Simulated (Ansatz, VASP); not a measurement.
MoS2 in VASP and in Ansatz

```xyz
6
Lattice="3.1844 0.0000 0.0000 -1.5922 2.7578 0.0000 0.0000 0.0000 12.9913" Properties=species:S:1:pos:R:3 pbc="T T T"
Mo    0.0000    1.8385    3.2478
Mo    1.5922    0.9193    9.7434
S     0.0000    1.8385    8.1908
S     1.5922    0.9193    1.6951
S     0.0000    1.8385   11.2961
S     1.5922    0.9193    4.8005
```

Alike in both runs: functional r2SCAN; k mesh 12 × 12 × 4; no spin polarisation.

Ansatz relaxed the structure, and its values are those at the end. VASP's run is a single point on that final structure, the one shown.

```csv
,VASP,Ansatz
version,VASP 6.6.1,Ansatz 0.2.0
potentials or method,"VASP PAW PBE potentials, release 64 (Mo_sv, S)","scalar-relativistic, plane waves, PAW"
plane-wave cutoff (eV),520,500
occupations,"gaussian, width 0.01 eV",fixed
valence electrons in the cell,52,52
```

VASP gave:

```
gap on the k mesh at the Fermi level (eV) : 1.18
least direct gap on the mesh (eV)         : 1.73
pressure (GPa)                            : 0.0
```

**Question.** Estimate Ansatz's values.

**Answer.** gap on the k mesh at the Fermi level (eV): 1.16; least direct gap on the mesh (eV): 1.72; pressure (GPa): 0.0.

Caveats: the PAW data sets were made with another functional, which shifts forces and pressure a little (VASP). A k mesh can miss the band edges.
